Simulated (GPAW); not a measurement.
Zn in GPAW: convergence with k mesh

Crystal: Zn.

```
CELL_PARAMETERS angstrom
2.67000 0.00000 0.00000
-1.33500 2.31229 0.00000
0.00000 0.00000 4.96600
ATOMIC_POSITIONS crystal
Zn 0.66667 0.33333 0.75000
Zn 0.33333 0.66667 0.25000
```

- Program: GPAW 26.7.0
- Task: convergence study
- Functional: PBE
- Potentials or basis: GPAW PAW data sets (gpaw-data 1.2.1)
- Cutoff: 600 eV
- Basis: pw
- k mesh: 3 × 3 × 2
- Occupations: fermi-dirac, width 0.05 eV
- Spin: no spin polarisation

These are the settings of the first run; the series varies k mesh, with any setting tied to it.

Hardware: 1 thread of Arm Neoverse N1, with other jobs on the host.

| k mesh | energy less the tightest run, at zero smearing (meV/atom) | pressure (GPa) | SCF cycles | CPU time (s) | peak memory (GiB) |
| --- | --- | --- | --- | --- | --- |
| 3 × 3 × 2 | 371.22 | 6.05 | 10 | 6.4 | 0.13 |
| 4 × 4 × 2 | -137.73 | -2.84 | 9 | 7.3 | 0.13 |
| 5 × 5 × 3 | 6.31 | -0.37 | 10 | 10 | 0.14 |
| 6 × 6 × 3 | 10.88 | -0.90 | 9 | 12 | 0.14 |
| 7 × 7 × 4 | -29.00 | -1.37 | 10 | 20 | 0.14 |
| 9 × 9 × 4 | 27.17 | -1.08 | 10 | 27 | 0.15 |
| 10 × 10 × 5 | -6.46 | -1.12 | 10 | 38 | 0.16 |
| 12 × 12 × 6 | 8.88 | -0.97 | 10 | 63 | 0.18 |
| 15 × 15 × 7 | 0.00 | -1.17 | 10 | 97 | 0.21 |

Not settled before the last step: the energy (to 1 meV/atom), the pressure (to 0.1 GPa). Meshes of other sizes hit other points, so gaps and Fermi surfaces needn't settle smoothly. The tightest run that finished is the yardstick and may itself not be fully converged.
